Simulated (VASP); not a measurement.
A run of VASP 6.6.1:

INCAR

```
PREC     = Accurate       # precision mode
ENCUT    = 520            # plane-wave cutoff, eV
EDIFF    = 1E-6           # SCF threshold, eV
ISMEAR   = 0              # smearing method
SIGMA    = 0.026000000000000002 # smearing width, eV
LREAL    = F              # projectors in reciprocal space
LASPH    = T              # aspherical terms in the spheres
NELM     = 150            # most SCF steps
ALGO     = Normal         # electronic algorithm
ISIF     = 2              # what is computed and relaxed
LWAVE    = F              # write WAVECAR
LCHARG   = F              # write CHGCAR
ISPIN    = 2              # spin polarisation
MAGMOM   = 1 0            # initial moments
LORBIT   = 11             # projections on sites
LMAXMIX  = 4              # l up to which the mixer works
GGA      = PE             # functional
NBANDS   = 19             # bands
```

Contents of KPOINTS:

```
regular mesh
0
Gamma
  11 11 11
```

The input POSCAR:

```
NiO
1.0
    0.0000000000      2.0859016414      2.0859016414
    2.0859016414      0.0000000000      2.0859016414
    2.0859016414      2.0859016414      0.0000000000
Ni O
1 1
Direct
    0.0000000000      0.0000000000      0.0000000000
    0.5000000000      0.5000000000      0.5000000000
```

Potentials or basis: VASP PAW PBE potentials, release 64 (Ni, O).

Command:

```console
$ cat potpaw_PBE.64/Ni/POTCAR potpaw_PBE.64/O/POTCAR > POTCAR
$ mpirun -np 1 vasp_std > vasp.out
```

Hardware: 1 thread of Intel(R) Xeon(R) 6975P-C (Granite Rapids) (shared host).

Q: Estimate the wall time of this run.

A: Run time: 27 s on 1 thread of Intel(R) Xeon(R) 6975P-C (Granite Rapids) (shared host), peak memory 0.17 GiB. Counts: scf iterations 17, k points 56.
